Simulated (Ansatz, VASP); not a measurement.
## One calculation of HfB5, two programs

```
Hf B
1.0
     0.00000    2.96853    2.96853
     2.96853    0.00000    2.96853
     2.96853    2.96853    0.00000
Hf B
1 5
Direct
  0.00000 0.00000 0.00000
  0.25000 0.25000 0.25000
  0.60872 0.60872 0.60872
  0.17383 0.60872 0.60872
  0.60872 0.60872 0.17383
  0.60872 0.17383 0.60872
```

Change from the starting cell: species swapped into the CaAu5 type (F-43m, No. 216).

Alike in both runs: functional PBE; k mesh 12 × 12 × 12; occupations gaussian, width 0.1 eV; no spin polarisation.

Ansatz relaxed the structure, and its values are those at the end. VASP's run is a single point on that final structure, the one shown.

|  | VASP | Ansatz |
| --- | --- | --- |
| version | VASP 6.6.1 | Ansatz 0.2.0 |
| potentials or method | VASP PAW PBE potentials, release 64 (Hf_pv, B) | scalar-relativistic, plane waves, PAW |
| plane-wave cutoff (eV) | 520 | 420 |
| valence electrons in the cell | 25 | 41 |

VASP gave:

```
gap on the k mesh at the Fermi level (eV) : none
pressure (GPa)                            : 0.3
```

Estimate Ansatz's values.

gap on the k mesh at the Fermi level (eV): none; pressure (GPa): 0.0.

A gap of «none» marks a metal or a gap that the smearing closes. The two sets of potentials don't hold the same shells in valence.

Spin-orbit coupling is left out, which matters for the levels of Hf.
